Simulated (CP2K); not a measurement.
Runs of CP2K 2026.2 on Sb. It takes space group Fm-3m (No. 225, cubic). The conventional cell has a = 4.742 Å, b = 4.742 Å, c = 4.742 Å, α = 90.00°, β = 90.00°, γ = 90.00°. Around Sb (site symmetry m-3m) lie 12 Sb at 3.35 Å. This isn't the form of Sb at room conditions, which is rhombohedral.

| task | level | potentials or basis | k mesh | smearing | EPS_DEFAULT | NGRIDS | basis sets | potentials | points a segment of the path (NPOINTS) | gap on the mesh (eV) | pressure (GPa) | V0 of scaled cells (Å³/atom) | B0 (GPa) |
| --- | --- | --- | --- | --- | --- | --- | --- | --- | --- | --- | --- | --- | --- |
| band structure | TASK | POTENTIAL_UZH Sb GTH-SCAN-q5; TZVP-MOLOPT-SCAN-GTH basis | 10 × 10 × 10 | fermi-dirac 0.0259 eV | 1.0E-9 | 4 | Sb TZVP-MOLOPT-SCAN-GTH-q5 | Sb GTH-SCAN-q5 of POTENTIAL_UZH | 6 | none | 2.9 | - | - |
| band structure | SCAN | POTENTIAL_UZH Sb GTH-SCAN-q5; TZVP-MOLOPT-SCAN-GTH basis | 10 × 10 × 10 | fermi-dirac 0.05 eV | 1.0E-10 | 5 | Sb TZVP-MOLOPT-SCAN-GTH-q5 | Sb GTH-SCAN-q5 of POTENTIAL_UZH | 10 | none | 0.5 | - | - |
| band structure | r2SCAN | POTENTIAL_UZH Sb GTH-SCAN-q5; TZVP-MOLOPT-SCAN-GTH basis | 10 × 10 × 10 | fermi-dirac 0.05 eV | 1.0E-10 | 5 | Sb TZVP-MOLOPT-SCAN-GTH-q5 | Sb GTH-SCAN-q5 of POTENTIAL_UZH | 6 | none | 0.8 | - | - |
| equation of state | LDA | GTH_POTENTIALS Sb GTH-PADE-q5; TZVP-MOLOPT-PBE-GTH basis | 10 × 10 × 10 | fermi-dirac 0.05 eV | 1.0E-9 | 4 | Sb TZVP-MOLOPT-PBE-GTH-q5 | Sb GTH-PADE-q5 of GTH_POTENTIALS | - | - | - | (b) | 65 |
| equation of state | r2SCAN | POTENTIAL_UZH Sb GTH-SCAN-q5; TZVP-MOLOPT-SCAN-GTH basis | 10 × 10 × 10 | fermi-dirac 0.05 eV | 1.0E-9 | 4 | Sb TZVP-MOLOPT-SCAN-GTH-q5 | Sb GTH-SCAN-q5 of POTENTIAL_UZH | - | - | - | 27.04 | (c) |
| single point | LDA | GTH_POTENTIALS Sb GTH-PADE-q5; TZVP-MOLOPT-PBE-GTH basis | 7 × 7 × 7 | fermi-dirac 0.1 eV | 1.0E-10 | 4 | Sb TZVP-MOLOPT-PBE-GTH-q5 | Sb GTH-PADE-q5 of GTH_POTENTIALS | - | none | -1.4 | - | - |
| band structure | LDA | GTH_POTENTIALS Sb GTH-PADE-q5; TZVP-MOLOPT-PBE-GTH basis | 10 × 10 × 10 | fermi-dirac 0.05 eV | 1.0E-9 | 5 | Sb TZVP-MOLOPT-PBE-GTH-q5 | Sb GTH-PADE-q5 of GTH_POTENTIALS | 6 | none | (a) | - | - |
| single point | LDA | GTH_POTENTIALS Sb GTH-PADE-q5; TZVP-MOLOPT-PBE-GTH basis | 10 × 10 × 10 | gaussian 0.02 eV | 1.0E-10 | 4 | Sb TZVP-MOLOPT-PBE-GTH-q5 | Sb GTH-PADE-q5 of GTH_POTENTIALS | - | none | -1.0 | - | - |

Alike in all rows: no spin polarisation; cell as given.

Q: Estimate the missing entries.

A: (a) -1.1; (b) 26.21; (c) 58.

Caveats: the basis of atomic orbitals isn't converged, which shifts pressures, moduli and gaps; the potentials were made for another functional, which shifts forces and pressure (some runs).

A k mesh can miss the band edges, and the runs leave out spin-orbit coupling on Sb.

A gap of «none» marks a metal or a gap under the smearing width.

Not every run made on this cell is shown here.
